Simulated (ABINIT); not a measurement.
# GaAs (F-43m) in ABINIT: settings compared, part 2 of 2

ABINIT 10.8.3 (patched build).

## (4) Band structure, AM05

The input, run.abi:

```
# Datasets: ground state, then fixed potential
ndtset 2

# Pseudopotentials
pp_dirpath "./"
pseudos "As.GGA_PBE-JTH.xml, Ga.GGA_PBE-JTH.xml"

# Structure
acell 7.55468967 7.55468967 7.55468967
rprim
     0.0000000000     0.7071067812     0.7071067812
     0.7071067812     0.0000000000     0.7071067812
     0.7071067812     0.7071067812     0.0000000000
ntypat 2
znucl 33 31
natom 2
typat 1 2
xred
     0.7500000000     0.7500000000     0.7500000000
     0.0000000000     0.0000000000     0.0000000000

# Plane-wave basis
ecut 17.0
pawecutdg 34.0

# Exchange and correlation
ixc -120135

# Bands and occupations
occopt 3
tsmear 0.00183747

# SCF cycle
nstep 100

# Output
iomode 3
prtwf 0
prteig 0
prtebands 0
enunit 2
prtden1 1

# Dataset 1
kptopt1 1
ngkpt1 8 8 8
nshiftk1 1
shiftk1 0.0 0.0 0.0
nband1 18
tolvrs1 1.0e-9

# Dataset 2: bands along G-X-W-K-G-L-U-W-L-K
iscf2 -2
getden2 1
nband2 22
nbdbuf2 2
tolwfr2 1.0e-12
kptopt2 -9
ndivsm2 5
prteig2 1
prtvol2 -3
kptbounds2
     0.0000000000     0.0000000000     0.0000000000
     0.5000000000     0.0000000000     0.5000000000
     0.5000000000     0.2500000000     0.7500000000
     0.3750000000     0.3750000000     0.7500000000
     0.0000000000     0.0000000000     0.0000000000
     0.5000000000     0.5000000000     0.5000000000
     0.6250000000     0.2500000000     0.6250000000
     0.5000000000     0.2500000000     0.7500000000
     0.5000000000     0.5000000000     0.5000000000
     0.3750000000     0.3750000000     0.7500000000
```

Potentials or basis: JTH PAW PBE v2.0.

Run with:

```console
> abinit run.abi > log 2>&1
```

run.abo:

```text
.Version 10.8.3 of ABINIT
 DATASET    1 : space group F-4 3 m (#216); Bravais cF (face-center cubic)
================================================================================
 Values of the parameters that define the memory need for DATASET  1.
     intxc =       0    ionmov =       0      iscf =      17    lmnmax =      18
     lnmax =       6     mgfft =      30  mpssoang =       3    mqgrid =    3001
     natom =       2  nloc_mem =       2    nspden =       1   nspinor =       1
    nsppol =       1      nsym =      24    n1xccc =       1    ntypat =       2
    occopt =       3   xclevel =       2
       mpw =        1036          nfft =       27000          nkpt =          29
 PAW method is used; the additional fine FFT grid is defined by:
   mgfftf=        40    nfftf =     64000
================================================================================
================================================================================

 DATASET    2 : space group F-4 3 m (#216); Bravais cF (face-center cubic)
================================================================================
 Values of the parameters that define the memory need for DATASET  2.
     intxc =       0    ionmov =       0      iscf =      -2    lmnmax =      18
     lnmax =       6     mgfft =      30  mpssoang =       3    mqgrid =    3001
     natom =       2  nloc_mem =       2    nspden =       1   nspinor =       1
    nsppol =       1      nsym =      24    n1xccc =       1    ntypat =       2
    occopt =       3   xclevel =       2
       mpw =        1036          nfft =       27000          nkpt =          87
 PAW method is used; the additional fine FFT grid is defined by:
   mgfftf=        40    nfftf =     64000
================================================================================
================================================================================

--------------------------------------------------------------------------------
------------- Echo of variables that govern the present computation ------------
--------------------------------------------------------------------------------
 -outvars: echo values of preprocessed input variables --------
[... 1396 lines left out ...]
 -30.80624  -30.80624  -30.80624  -30.79867  -30.79867  -10.45946  -10.45946  -10.45946
 -10.38385  -10.38385   -8.39924    4.33018    4.33018    4.33018    4.82791    8.04465
   8.04465    8.04465   11.92113   14.48439   14.48439   15.88171
 kpt#   2, nband= 22, wtk=  1.00000, kpt=  0.0357  0.0000  0.0357 (reduced coord)
 -30.80626  -30.80623  -30.80623  -30.79868  -30.79866  -10.46147  -10.45895  -10.45895
 -10.38411  -10.38372   -8.37903    3.88815    4.26202    4.26202    5.26639    7.97074
   8.13773    8.13773   12.04192   14.10885   14.50527   15.92625
 kpt#   3, nband= 22, wtk=  1.00000, kpt=  0.0714  0.0000  0.0714 (reduced coord)
 -30.80630  -30.80617  -30.80617  -30.79870  -30.79863  -10.46713  -10.45723  -10.45723
 -10.38484  -10.38333   -8.31876    3.26988    4.07699    4.07699    5.86710    7.77705
   8.39733    8.39733   12.37287   13.42480   14.56791   16.05670
 kpt#   4, nband= 22, wtk=  1.00000, kpt=  0.1071  0.0000  0.1071 (reduced coord)
 -30.80636  -30.80606  -30.80606  -30.79873  -30.79858  -10.47581  -10.45437  -10.45437
 -10.38605  -10.38261   -8.21940    2.64446    3.81657    3.81657    6.43259    7.52806
   8.78130    8.78130   12.62506   12.97795   14.67227   16.27597
 kpt#   5, nband= 22, wtk=  1.00000, kpt=  0.1429  0.0000  0.1429 (reduced coord)
[... 317 lines left out ...]
 -10.39057  -10.38005   -6.19782   -2.15684    0.75397    2.45283    6.63307    9.67492
  10.94750   11.24002   13.38962   14.79896   16.90401   18.63884
 kpt#  85, nband= 22, wtk=  1.00000, kpt=  0.4028  0.4028  0.6944 (reduced coord)
 -30.80628  -30.80512  -30.80485  -30.79877  -30.79815  -10.55536  -10.42883  -10.42158
 -10.39310  -10.37960   -6.08334   -2.18499    0.52589    2.30196    6.50736    9.79621
  11.24798   11.48868   13.13793   14.68762   17.79956   18.94425
 kpt#  86, nband= 22, wtk=  1.00000, kpt=  0.3889  0.3889  0.7222 (reduced coord)
 -30.80640  -30.80501  -30.80476  -30.79883  -30.79808  -10.55847  -10.42642  -10.41876
 -10.39538  -10.37882   -5.98721   -2.24398    0.43384    2.17165    6.38360    9.44123
  11.77419   11.98974   12.93956   14.70102   18.50106   19.34393
 kpt#  87, nband= 22, wtk=  1.00000, kpt=  0.3750  0.3750  0.7500 (reduced coord)
 -30.80652  -30.80491  -30.80469  -30.79889  -30.79802  -10.56095  -10.42435  -10.41679
 -10.39741  -10.37783   -5.93004   -2.30236    0.46733    2.06752    6.28335    8.95772
  12.26566   12.37580   12.99016   14.90403   18.59335   19.92480

== END DATASET(S) ==============================================================
================================================================================

 -outvars: echo values of variables after computation  --------
            acell      7.5546896700E+00  7.5546896700E+00  7.5546896700E+00 Bohr
           etotal1    -1.9292345863E+02
            fcart1    -0.0000000000E+00 -0.0000000000E+00 -0.0000000000E+00
                      -0.0000000000E+00 -0.0000000000E+00 -0.0000000000E+00
            rprim      0.0000000000E+00  7.0710678120E-01  7.0710678120E-01
                       7.0710678120E-01  0.0000000000E+00  7.0710678120E-01
                       7.0710678120E-01  7.0710678120E-01  0.0000000000E+00
           strten1    -1.5840780161E-05 -1.5840780161E-05 -1.5840780161E-05
                       0.0000000000E+00  0.0000000000E+00  0.0000000000E+00
           xangst      4.2402749972E+00  4.2402749972E+00  4.2402749972E+00
                       0.0000000000E+00  0.0000000000E+00  0.0000000000E+00
             xred      7.5000000000E-01  7.5000000000E-01  7.5000000000E-01
                       0.0000000000E+00  0.0000000000E+00  0.0000000000E+00
 Calculation completed.
```

Run time: 51 s. Hardware: 1 thread of Arm Neoverse V2, shared host; peak memory 0.12 GiB.

What came out:

```yaml
Free_energy: -5249.7147 eV
Pressure: 0.5 GPa
Band_gap_on_the_k_mesh: 0.50 eV, direct
Band_gap_along_the_path: 0.50 eV, direct
Valence_electrons_inside_the_program's_atomic_spheres: As 12.73; Ga 11.08
```

Levels at the corners of the path, in eV from the valence-band top:
```tsv
point	band 10	band 11	band 12	band 13	band 14	band 15	band 16	band 17	band 18	band 19
Γ	-14.71	-12.73	0.00	0.00	0.00	0.50	3.71	3.71	3.71	7.59
X	-14.70	-10.22	-6.82	-2.68	-2.68	1.46	1.65	10.15	10.15	10.97
W	-14.71	-10.17	-6.63	-3.54	-3.35	4.61	4.72	5.39	6.04	11.05
K	-14.71	-10.26	-6.63	-3.86	-2.26	1.95	4.63	7.94	8.05	8.66
Γ	-14.71	-12.73	0.00	0.00	0.00	0.50	3.71	3.71	3.71	7.59
L	-14.71	-10.96	-6.64	-1.14	-1.14	0.99	4.62	4.62	7.75	10.39
U	-14.71	-10.26	-6.63	-3.86	-2.26	1.95	4.63	7.94	8.05	8.66
W	-14.71	-10.17	-6.63	-3.54	-3.35	4.61	4.72	5.39	6.04	11.05
L	-14.71	-10.96	-6.64	-1.14	-1.14	0.99	4.62	4.62	7.75	10.39
K	-14.71	-10.26	-6.63	-3.86	-2.26	1.95	4.63	7.94	8.05	8.66
```

Caveat: the PAW data sets were made with another functional, which shifts forces and pressure a little.

## (5) Equation of state, PBE

The input, run.abi:

```
# Datasets: one volume each
ndtset 7
getwfk -1
scalecart1 3*0.9795861087
scalecart2 3*0.9864848297
scalecart3 3*0.9932883884
scalecart4 3*1.0000000000
scalecart5 3*1.0066227096
scalecart6 3*1.0131594038
scalecart7 3*1.0196128224

# Pseudopotentials
pp_dirpath "./"
pseudos "As.GGA_PBE-JTH.xml, Ga.GGA_PBE-JTH.xml"

# Structure
acell 3.9977696088 3.9977696088 3.9977696088 Angstrom
rprim
     0.0000000000     0.7071067812     0.7071067812
     0.7071067812     0.0000000000     0.7071067812
     0.7071067812     0.7071067812     0.0000000000
ntypat 2
znucl 33 31
natom 2
typat 1 2
xred
     0.7500000000     0.7500000000     0.7500000000
     0.0000000000     0.0000000000     0.0000000000

# Plane-wave basis
ecut 12.0
pawecutdg 24.0

# k points
kptopt 1
ngkpt 8 8 8
nshiftk 1
shiftk 0.0 0.0 0.0

# Exchange and correlation
ixc 11

# Bands and occupations
nband 18
occopt 3
tsmear 0.05 eV

# SCF cycle
nstep 100
tolvrs 1.0e-9

# Output
iomode 3
prtwf 1
prtden 0
prteig 0
prtebands 0
```

Run with:

```console
> abinit run.abi > log 2>&1
```

Run time: 55 s. Hardware: 1 thread of Arm Neoverse V2, shared host; peak memory 0.12 GiB.

Results (log left out):

```
Equilibrium volume                      : 23.69 Å³/atom
Bulk modulus                            : 66 GPa
Pressure derivative of the bulk modulus : 3.4 (rough: it moves with the points fitted)
```

Energy against volume, from the lowest point:
| volume (Å³/atom) | energy (meV/atom) |
| --- | --- |
| 21.234 | 60.78 |
| 21.686 | 39.07 |
| 22.138 | 22.57 |
| 22.590 | 10.78 |
| 23.041 | 3.09 |
| 23.493 | 0.00 |
| 23.945 | 0.01 |

Caveat: the cutoff is too short for stress, so the log's stress isn't used; pressures at fixed basis lie under the slope of the energies. Zero-point motion and thermal expansion aren't in these numbers.

## (6) Band structure, PBE

The input, run.abi:

```
# Datasets: ground state, then fixed potential
ndtset 2

# Pseudopotentials
pp_dirpath "./"
pseudos "33_As_15_1.8_2.1_pbe_n_v1.0.psp8, 31_Ga_13_1.9_2.4_pbe_n_v1.0.psp8"

# Structure
acell 3.9977696088 3.9977696088 3.9977696088 Angstrom
rprim
     0.0000000000     0.7071067812     0.7071067812
     0.7071067812     0.0000000000     0.7071067812
     0.7071067812     0.7071067812     0.0000000000
ntypat 2
znucl 33 31
natom 2
typat 1 2
xcart
     4.2402750000     4.2402750000     4.2402750000
     0.0000000000     0.0000000000     0.0000000000 Angstrom

# Plane-wave basis
ecut 34.0

# Exchange and correlation
ixc 11

# Bands and occupations
occopt 3
tsmear 0.05 eV

# SCF cycle
nstep 100

# Output
iomode 3
prtwf 0
prteig 0
prtebands 0
prtden1 1

# Dataset 1
kptopt1 1
ngkpt1 8 8 8
nshiftk1 1
shiftk1 0.0 0.0 0.0
nband1 18
tolvrs1 1.0e-10

# Dataset 2: bands along G-X-W-K-G-L-U-W-L-K
iscf2 -2
getden2 1
nband2 22
nbdbuf2 2
tolwfr2 1.0e-12
kptopt2 -9
ndivsm2 8
prteig2 1
kptbounds2
     0.0000000000     0.0000000000     0.0000000000
     0.5000000000     0.0000000000     0.5000000000
     0.5000000000     0.2500000000     0.7500000000
     0.3750000000     0.3750000000     0.7500000000
     0.0000000000     0.0000000000     0.0000000000
     0.5000000000     0.5000000000     0.5000000000
     0.6250000000     0.2500000000     0.6250000000
     0.5000000000     0.2500000000     0.7500000000
     0.5000000000     0.5000000000     0.5000000000
     0.3750000000     0.3750000000     0.7500000000
```

Potentials or basis: SPMS NC PBE v1.0.

Run with:

```console
> abinit run.abi > log 2>&1
```

Run time: 3.1 min. Hardware: 1 thread of Arm Neoverse V2, shared host; peak memory 0.2 GiB.

It converged, with:

| Item | Value |
| --- | --- |
| Free energy | -4702.6026 eV |
| Pressure | 3.5 GPa |
| Band gap on the k mesh | 0.51 eV, direct |
| Band gap along the path | 0.51 eV, direct |
| Valence electrons inside the program's atomic spheres | As 12.38; Ga 10.82 |

Levels at the corners of the path, in eV from the valence-band top:
| point | band 11 | band 12 | band 13 | band 14 | band 15 | band 16 | band 17 | band 18 |
| --- | --- | --- | --- | --- | --- | --- | --- | --- |
| Γ | -12.73 | 0.00 | 0.00 | 0.00 | 0.51 | 3.75 | 3.75 | 3.75 |
| X | -10.23 | -6.81 | -2.67 | -2.67 | 1.48 | 1.67 | 10.18 | 10.18 |
| W | -10.17 | -6.62 | -3.53 | -3.34 | 4.63 | 4.73 | 5.42 | 6.06 |
| K | -10.27 | -6.62 | -3.85 | -2.25 | 1.97 | 4.65 | 7.97 | 8.08 |
| Γ | -12.73 | 0.00 | 0.00 | 0.00 | 0.51 | 3.75 | 3.75 | 3.75 |
| L | -10.97 | -6.63 | -1.14 | -1.14 | 1.01 | 4.65 | 4.65 | 7.77 |
| U | -10.27 | -6.62 | -3.85 | -2.25 | 1.97 | 4.65 | 7.97 | 8.08 |
| W | -10.17 | -6.62 | -3.53 | -3.34 | 4.63 | 4.73 | 5.42 | 6.06 |
| L | -10.97 | -6.63 | -1.14 | -1.14 | 1.01 | 4.65 | 4.65 | 7.77 |
| K | -10.27 | -6.62 | -3.85 | -2.25 | 1.97 | 4.65 | 7.97 | 8.08 |

## (7) Summary

| task | level | potentials or basis | cutoff (eV) | fine-grid cutoff | gap on the mesh (eV) | pressure (GPa) |
| --- | --- | --- | --- | --- | --- | --- |
| band structure | BLYP | JTH PAW PBE v2.0 | 463 | 925.187 eV | 0.35 | 6.6 |
| band structure | rPW86PBE | JTH PAW PBE v2.0 sp | 463 | 925.187 eV | 0.36 | 6.3 |
| band structure | AM05 | JTH PAW PBE v2.0 | 463 | 925.187 eV | 0.50 | 0.5 |
| equation of state | PBE | JTH PAW PBE v2.0 | 327 | 653.073 eV | - | - |
| band structure | PBE | SPMS NC PBE v1.0 | 925 | - | 0.51 | 3.5 |

Alike in all rows: no spin polarisation; cell as given; k mesh 8 × 8 × 8; smearing fermi-dirac 0.05 eV.

Caveats: the PAW data sets were made with another functional, which shifts forces and pressure a little (some runs); this set keeps more shells in the core, which shifts pressures and gaps (some runs); pressures at fixed basis lie under the slope of the energies (some runs).

Absolute energies hang on the potentials; compare differences alone.

## (8) Against experiment

Step 2. A measured gap of GaAs is 1.412 eV (direct; 300 K; “Evidence of valence band perturbations in GaAsN/GaAs(001): A combined variable-angle spectroscopic ellipsometry and modulated photoreflectance investigation”, 2008, arxiv:0805.2212); the calculated 0.35 eV misses it by -1.06 eV. So large a miss can be the level of theory's own, or it may mean another phase, state or a wrong row. 3 values of this kind are on record (1.412 to 1.51 eV); this one was drawn at random among those near their median, those with a stated uncertainty first. Spin-orbit coupling on As, Ga is left out. The value is that of BLYP, without temperature or zero-point motion. Semilocal functionals fall short of measured gaps as a rule.

Step 3. Against the measured gap of GaAs, 1.418 eV (direct; 300 K; “Evidence of valence band perturbations in GaAsN/GaAs(001): A combined variable-angle spectroscopic ellipsometry and modulated photoreflectance investigation”, 2008, arxiv:0805.2212), the calculated 0.36 eV is off by -1.06 eV. So large a miss can be the level of theory's own, or it may mean another phase, state or a wrong row. 3 values of this kind are on record (1.412 to 1.51 eV); this one was drawn at random among those near their median, those with a stated uncertainty first. Spin-orbit coupling on As, Ga is left out. The value is that of rPW86PBE, without temperature or zero-point motion.

Step 4. Against the measured gap of GaAs, 1.412 eV (direct; 300 K; “Evidence of valence band perturbations in GaAsN/GaAs(001): A combined variable-angle spectroscopic ellipsometry and modulated photoreflectance investigation”, 2008, arxiv:0805.2212), the calculated 0.50 eV is off by -0.91 eV. 3 values of this kind are on record (1.412 to 1.51 eV); this one was drawn at random among those near their median, those with a stated uncertainty first. Spin-orbit coupling on As, Ga is left out. The value is that of AM05, without temperature or zero-point motion. Semilocal functionals fall short of measured gaps as a rule.

Step 6. Against the measured gap of GaAs, 1.412 eV (direct; 300 K; “Evidence of valence band perturbations in GaAsN/GaAs(001): A combined variable-angle spectroscopic ellipsometry and modulated photoreflectance investigation”, 2008, arxiv:0805.2212), the calculated 0.51 eV is off by -0.90 eV. 3 values of this kind are on record (1.412 to 1.51 eV); this one was drawn at random among those near their median, those with a stated uncertainty first. Spin-orbit coupling on As, Ga is left out. The value is that of PBE, without temperature or zero-point motion. Semilocal functionals fall short of measured gaps as a rule.
